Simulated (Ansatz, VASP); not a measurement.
# Two plane-wave programs on Mo

File INCAR:

```
SYSTEM = Mo
PREC = Accurate
ENCUT = 520
EDIFF = 1E-6
ISMEAR = 0
SIGMA = 0.15
LREAL = .False.
LASPH = .True.
NELM = 100
ALGO = Fast
ISIF = 2
LWAVE = .False.
LCHARG = .False.
GGA = PE
NBANDS = 13
```

Contents of KPOINTS:

```
Automatic mesh
0
Gamma
  16 16 16
  0 0 0
```

File POSCAR:

```
Mo
1.0
   -1.5802194351      1.5802194351      1.5802194351
    1.5802194351     -1.5802194351      1.5802194351
    1.5802194351      1.5802194351     -1.5802194351
Mo
1
Direct
    0.0000000000      0.0000000000      0.0000000000
```

Input for Ansatz:

```yaml
crystal:
  lattice:
    - [-1.5802194351, 1.5802194351, 1.5802194351]
    - [1.5802194351, -1.5802194351, 1.5802194351]
    - [1.5802194351, 1.5802194351, -1.5802194351]
  atoms:
    - { symbol: Mo, position: [0.0, 0.0, 0.0] }
basis:
  ecutwfc: 420
kpoints:
  mp_grid: { grid: [16, 16, 16] }
hamiltonian:
  xc: pbe
scf:
  occupations: { method: gaussian, width: 0.15 }
output:
  forces: true
  stress: true
  eigenvalues: true
```

Alike in both runs: task single point; functional PBE; k mesh 16 × 16 × 16; occupations gaussian, width 0.15 eV; no spin polarisation.

|  | VASP | Ansatz |
| --- | --- | --- |
| version | VASP 6.6.1 | Ansatz 0.2.0 |
| potentials or method | VASP PAW PBE potentials, release 64 (Mo_sv) | scalar-relativistic, plane waves, PAW |
| plane-wave cutoff (eV) | 520 | 420 |
| valence electrons in the cell | 14 | 14 |

```tsv
	VASP	Ansatz	Ansatz less VASP
gap on the k mesh at the Fermi level (eV)	none	none	-
pressure (GPa)	0.5	-0.1	-0.56
```

A gap of «none» marks a metal or a gap that the smearing closes. The functional is the same, so the differences come from potentials, cutoffs and numerics.
